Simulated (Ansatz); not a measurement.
## Co: converged, but where?

System: Co, a measured crystal structure (space group Fm-3m, primitive cell doubled); the cell holds 2 atoms. The computed pressure is over 10 GPa in size, so the cell is far from the computed equilibrium volume. Source: COD entry 9012937, which need not be the ambient phase.

Level of theory: Ansatz development build ahead of 0.2.0, DFT, PBE, PAW, plane waves, scalar-relativistic.

```yaml
crystal:
  lattice:
    - [0.0, 3.5921, 3.5921]
    - [1.79605, 0.0, 1.79605]
    - [1.79605, 1.79605, 0.0]
  atoms:
    - { symbol: Co, position: [0.0, 0.0, 0.0], spin: 1.95 }
    - { symbol: Co, position: [0.5, 0.0, 0.0], spin: 1.95 }
magnetization:
  spin_polarized: true
hamiltonian:
  xc: pbe
  pseudopotentials: { kind: paw }
basis:
  ecutwfc: 420
kpoints:
  mp_grid: { grid: [7, 14, 14] }
scf:
  occupations: { method: fermi_dirac, width: 0.1 }
  lower_state_search: "off"
output:
  forces: true
  stress: true
```

It took 3.5 s on 2 threads of Intel(R) Xeon(R) 6975P-C, with other jobs on the host, peak memory 0.48 GiB.

The end of the output:

```
SCF converged after 15 iterations
Magnetization: 3.4287 μB (18.7143 up, 15.2857 down)
Absolute magnetization: 3.7510 μB (∫|ρ↑−ρ↓|, with the PAW one-centre terms)
Spin contamination: 0.0615 ħ² per cell (⟨S²⟩ above its minimum at these occupations)
Per-site moments (μB) at R_I (Å): [(1.7878, 1.0477), (1.7878, 1.0477)]
Free energy (F): -10252.262773 eV
Harris-Foulkes:  -10252.262773 eV  (|F-HF|=5.05e-9)
Internal energy: -10252.183448 eV  (E = F + TS)
E sigma→0 (E₀):  -10252.223111 eV
Entropy (-TS):   -0.079325 eV (-39.663 meV/atom)
Fermi energy:    17.386930 eV
--- Forces (eV/Å), atoms counted from 1 ---
  atom   1  Co     0.00000000     0.00000000     0.00000000
  atom   2  Co    -0.00000000     0.00000000     0.00000000
--- Stress (GPa, compression-positive) ---
      -10.347197      -0.000000      -0.000000
       -0.000000     -10.347197       0.000000
       -0.000000       0.000000     -10.347197
  P = ⅓ Tr σ = -10.3472 GPa (-103.472 kbar)
```

Site moments are taken inside atomic spheres and don't add up to the total.

Q: The run converged. Is this the lowest state of the cell, and if not, what lies lower and how is it reached?

A: No lower state turned up: it is the lowest of 3 states reached by 13 converged runs, and the next lies 210 meV/atom higher (antiferromagnetic, site moments Co1 1.23, Co2 -1.23 μB, total 0.00 μB per cell, no gap on the k-mesh). That doesn't prove a ground state. This multiple of the primitive cell fits some opposed orders; other multiples fit others. Orders that need a larger cell or non-collinear spins weren't tried.
